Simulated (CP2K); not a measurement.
The system is TiSe.

```
CELL_PARAMETERS angstrom
3.40340 0.00000 0.00000
0.00000 3.40340 0.00000
0.00000 0.00000 3.40340
ATOMIC_POSITIONS crystal
Ti 0.00000 0.00000 0.00000
Se 0.50000 0.50000 0.50000
```

The cell comes from a database or a generator and needn't be the stable form of this composition.

Base run:

| Quantity | Value |
| --- | --- |
| Program | CP2K 2026.2 |
| Functional | PBEsol |
| Potentials or basis | POTENTIAL_UZH Ti GTH-PBE-q12, Se GTH-PBE-q6; TZVP-MOLOPT-PBE-GTH basis |
| Density cutoff | 9184 eV |
| k mesh | 8 × 8 × 8 |
| Occupations | fermi-dirac, width 0.05 eV |
| Spin | no spin polarisation |

Its results: band gap on the k mesh none (metal or under the smearing width); pressure -17.2 GPa.

The run is repeated on the same cell with these changes: functional from PBEsol to optB88-vdW. What comes out?

Band gap on the k mesh none (metal or under the smearing width); pressure -12.8 GPa.

Caveats: the potentials were made for another functional, which shifts forces and pressure; the basis of atomic orbitals isn't converged, which shifts pressures, moduli and gaps.

Not every run made on this cell is shown here.
